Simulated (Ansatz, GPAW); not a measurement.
Given: the input of a run of Ansatz 0.2.0 on InAs. 

File input.yaml:

```yaml
crystal:
  lattice:
    - [0.0, 3.018, 3.018]
    - [3.018, 0.0, 3.018]
    - [3.018, 3.018, 0.0]
  atoms:
    - { symbol: In, position: [0.0, 0.0, 0.0] }
    - { symbol: As, position: [0.75, 0.75, 0.75] }
hamiltonian:
  xc: pbe
  pseudopotentials: { kind: paw }
kpoints:
  mp_grid: { grid: [8, 8, 8] }
scf:
  occupations: { method: gaussian, width: 0.012 }
output:
  forces: true
  stress: true
  eigenvalues: true
  write_density: true
  write_potential: true
  elf: true
  volumetric_format: npy
```

Potentials or basis: Ansatz PAW.

Launch:

```console
$ ansatz run input.yaml --threads 2 --pin off --max-ram 5632MiB --backend cpu --events-out ev --progress --plain --runs-dir out
```

Q: Set up the same calculation for GPAW 26.7.0 (ASE script). Potentials or basis there: GPAW PAW data sets (gpaw-data 1.2.1), cutoff 600 eV.

A: As run (cutoffs and basis follow the program's own potentials, and thresholds, step limits or extra output files can differ):

run.py

```python
from ase.dft.bandgap import bandgap
from ase.io import read, write
from ase.units import Bohr, GPa
from gpaw import GPAW, PW
from gpaw.elf import elf_from_dft_calculation

atoms = read('POSCAR')

calc = GPAW(mode=PW(600),
            xc='PBE',
            kpts={'size': (8, 8, 8), 'gamma': True},
            occupations={'name': 'methfessel-paxton', 'order': 0, 'width': 0.012},
            nbands=18,
            convergence={'density': 1e-05, 'energy': 1e-05},
            maxiter=150,
            txt='gpaw.txt')
atoms.calc = calc
energy = atoms.get_potential_energy()
forces = atoms.get_forces()
stress = atoms.get_stress()
calc.write('gs.gpw')
write('result.traj', atoms)
print(f'Energy: {energy:.6f} eV')
print('Forces (eV/A):')
print(forces.round(4))
print('Stress (GPa):', (stress / GPa).round(3))
print('Fermi level:', round(calc.get_fermi_level(), 4), 'eV')
print(f'Gap: {bandgap(calc)[0]:.4f} eV, direct: {bandgap(calc, direct=True)[0]:.4f} eV')

# fields on the real-space grid
write('density.cube', atoms, data=calc.get_pseudo_density() * Bohr**3)
write('potential.cube', atoms, data=calc.get_electrostatic_potential())
write('elf.cube', atoms, data=elf_from_dft_calculation(calc).data)
```

Contents of POSCAR:

```
InAs
1.0
    0.0000000000      3.0180000000      3.0180000000
    3.0180000000      0.0000000000      3.0180000000
    3.0180000000      3.0180000000      0.0000000000
In As
1 1
Direct
    0.0000000000      0.0000000000      0.0000000000
    0.7500000000      0.7500000000      0.7500000000
```

Potentials or basis: GPAW PAW data sets (gpaw-data 1.2.1), pw.

Command:

```bash
$ OMP_NUM_THREADS=1 python run.py
```

Both were run:

|  | Ansatz | GPAW |
| --- | --- | --- |
| Pressure | 4.3 GPa | 4.0 GPa |

Ansatz's pressure holds a Pulay term of +0.04 GPa for its cutoff of 420 eV, which the other run lacks.

The potentials hold 28 and 18 valence electrons a cell.

Where Ansatz's input types no cutoff or centring, it takes its own default and a Γ-centred mesh.

Pressure is positive in compression.
